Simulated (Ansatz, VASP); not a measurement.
# One calculation of Sn, two programs

File INCAR:

```
SYSTEM = Sn
PREC = Accurate ; ENCUT = 520
EDIFF = 1E-6 ; ISMEAR = 0
SIGMA = 0.1 ; LREAL = .FALSE.
LASPH = .TRUE. ; NELM = 100
ALGO = Fast ; ISIF = 2
LWAVE = .FALSE. ; LCHARG = .FALSE.
GGA = PE ; NBANDS = 13
```

The input KPOINTS:

```
regular mesh
0
G
  15 15 15
  0 0 0
```

Contents of POSCAR:

```
Sn
1.0
   -2.0489901564      1.8974180109      1.8974180109
    1.8974180109     -2.0489901564      1.8974180109
    1.8974180109      1.8974180109     -2.0489901564
Sn
1
Direct
    0.0000000000      0.0000000000      0.0000000000
```

Input for Ansatz:

```yaml
crystal:
  lattice:
    - [-2.0489901564, 1.8974180109, 1.8974180109]
    - [1.8974180109, -2.0489901564, 1.8974180109]
    - [1.8974180109, 1.8974180109, -2.0489901564]
  atoms:
    - { symbol: Sn, position: [0.0, 0.0, 0.0] }
basis:
  ecutwfc: 420
kpoints:
  mp_grid: { grid: [15, 15, 15] }
hamiltonian:
  xc: pbe
scf:
  occupations: { method: gaussian, width: 0.1 }
output:
  forces: true
  stress: true
  eigenvalues: true
```

Alike in both runs: task single point; functional PBE; k mesh 15 × 15 × 15; occupations gaussian, width 0.1 eV; no spin polarisation.

|  | VASP | Ansatz |
| --- | --- | --- |
| version | VASP 6.6.1 | Ansatz 0.2.0 |
| potentials or method | VASP PAW PBE potentials, release 64 (Sn_d) | scalar-relativistic, plane waves, PAW |
| plane-wave cutoff (eV) | 520 | 420 |
| valence electrons in the cell | 14 | 14 |

|  | VASP | Ansatz | Ansatz less VASP |
| --- | --- | --- | --- |
| gap on the k mesh at the Fermi level (eV) | none | none | - |
| pressure (GPa) | 1.7 | 1.7 | +0.03 |
| largest component of the traceless stress (GPa) | 2.56 | 2.55 | -0.009 |

A gap of «none» marks a metal or a gap that the smearing closes. With one functional, cell and mesh, what is left measures potentials, basis and numerics.
